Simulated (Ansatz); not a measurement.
# Tl (bcc)

Method: PBE, scalar-relativistic; no spin polarisation; PAW, 420 eV, 16×16×16 k-mesh, Gaussian smearing of 0.05 eV; code Ansatz; PAW files: Ansatz's generated set soft_2.

```cif
data_structure
_symmetry_space_group_name_H-M 'Im-3m'
_symmetry_Int_Tables_number 229
_cell_length_a 3.9726
_cell_length_b 3.9726
_cell_length_c 3.9726
_cell_angle_alpha 90.000
_cell_angle_beta 90.000
_cell_angle_gamma 90.000
_cell_volume 62.70
loop_
_atom_site_label
_atom_site_type_symbol
_atom_site_symmetry_multiplicity
_atom_site_Wyckoff_symbol
_atom_site_fract_x
_atom_site_fract_y
_atom_site_fract_z
_atom_site_occupancy
Tl1 Tl 2 a 0.00000 0.00000 0.00000 1
```

At room temperature and ambient pressure Tl is hcp.

Problem. Which orbitals carry the states at the Fermi level, and how many states are there?

Solution. Within 0.1 eV of it: Tl 6p 79 %, Tl 6s 21 % (shares among the projected shells). The density of states at the Fermi level is about 0.49 states/eV per cell, averaged over 0.3 eV.

Density of states (tetrahedra, averaged over 0.3 eV; states/eV per cell of 1 atom; energy in eV from the Fermi level; projections on Löwdin-orthogonalised atomic orbitals, summed over sites):

```
    E  total  Tl 6p  Tl 6s
-5.80   0.43   0.13   0.28
-5.50   0.49   0.13   0.35
-5.20   0.64   0.12   0.50
-4.90   0.78   0.11   0.65
-4.60   0.72   0.08   0.63
-4.30   0.33   0.04   0.28
-4.00   0.18   0.03   0.15
-3.70   0.12   0.02   0.10
-3.40   0.09   0.01   0.07
-3.10   0.06   0.01   0.05
-2.80   0.04   0.00   0.03
-2.50   0.02   0.00   0.02
-2.20   0.11   0.10   0.01
-1.90   0.21   0.20   0.01
-1.60   0.30   0.27   0.02
-1.30   0.39   0.35   0.04
-1.00   0.50   0.44   0.06
-0.70   0.71   0.61   0.09
-0.40   0.65   0.54   0.10
-0.10   0.51   0.40   0.10
 0.20   0.47   0.36   0.10
 0.50   0.48   0.37   0.09
 0.80   0.51   0.40   0.09
 1.10   0.53   0.43   0.09
 1.40   0.55   0.45   0.08
 1.70   0.58   0.49   0.08
 2.00   0.59   0.50   0.07
 2.30   0.59   0.50   0.07
 2.60   0.59   0.50   0.06
 2.90   0.59   0.51   0.06
 3.20   0.60   0.51   0.06
 3.50   0.61   0.52   0.05
 3.80   0.61   0.52   0.05
 4.10   0.62   0.53   0.05
 4.40   0.63   0.54   0.04
 4.70   0.64   0.55   0.04
 5.00   0.66   0.57   0.04
```

The calculation's cell holds 13 valence electrons, an odd number. Without magnetic order each band takes two, so one stays part-filled and the crystal must be a metal.

Spin–orbit coupling, which matters for such heavy elements, is left out.
